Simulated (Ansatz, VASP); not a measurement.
**K: VASP beside Ansatz**

INCAR

```
ALGO = Normal ; EDIFF = 1E-6
ENCUT = 520 ; ISIF = 2
ISMEAR = 1 ; LASPH = T
LCHARG = F ; LREAL = F
LWAVE = F ; NBANDS = 10
NELM = 60 ; PREC = Accurate
SIGMA = 0.3
```

KPOINTS

```
k-points
0
Gamma
  9 9 9
```

The input POSCAR:

```
K
1.0
   -2.5241928768      2.5241928768      2.5241928768
    2.5241928768     -2.5241928768      2.5241928768
    2.5241928768      2.5241928768     -2.5241928768
K
1
Direct
    0.0000000000      0.0000000000      0.0000000000
```

Input for Ansatz:

```yaml
crystal:
  lattice:
    - [-2.5241928768, 2.5241928768, 2.5241928768]
    - [2.5241928768, -2.5241928768, 2.5241928768]
    - [2.5241928768, 2.5241928768, -2.5241928768]
  atoms:
    - { symbol: K, position: [0.0, 0.0, 0.0] }
hamiltonian:
  xc: lda
  pseudopotentials:
    kind: paw
    azcp:
      K: "pseudopotentials/K.paw.azcp"
basis:
  ecutwfc: 420
  fft_grid_basis: typed
kpoints:
  mp_grid: { grid: [9, 9, 9], shift: [0, 0, 0] }
magnetization:
  spin_polarized: false
scf:
  occupations: { method: methfessel_paxton, width: 0.3 }
  lower_state_search: "off"
output:
  stress: true
```

Alike in both runs: task single point; functional LDA; k mesh 9 × 9 × 9; occupations methfessel-paxton of order 1, width 0.3 eV; no spin polarisation.

|  | VASP | Ansatz |
| --- | --- | --- |
| version | VASP 6.6.1 | Ansatz 0.2.0 |
| potentials or method | VASP PAW LDA potentials, release 64 (K_sv) | plane waves (420 eV) with PAW, scalar-relativistic |
| plane-wave cutoff (eV) | 520 | 420 |
| valence electrons in the cell | 9 | 9 |

|  | VASP | Ansatz | Ansatz less VASP |
| --- | --- | --- | --- |
| pressure (GPa) | 0.0 | 0.0 | +0.02 |

Ansatz warned: «pseudo_functional_mismatch».
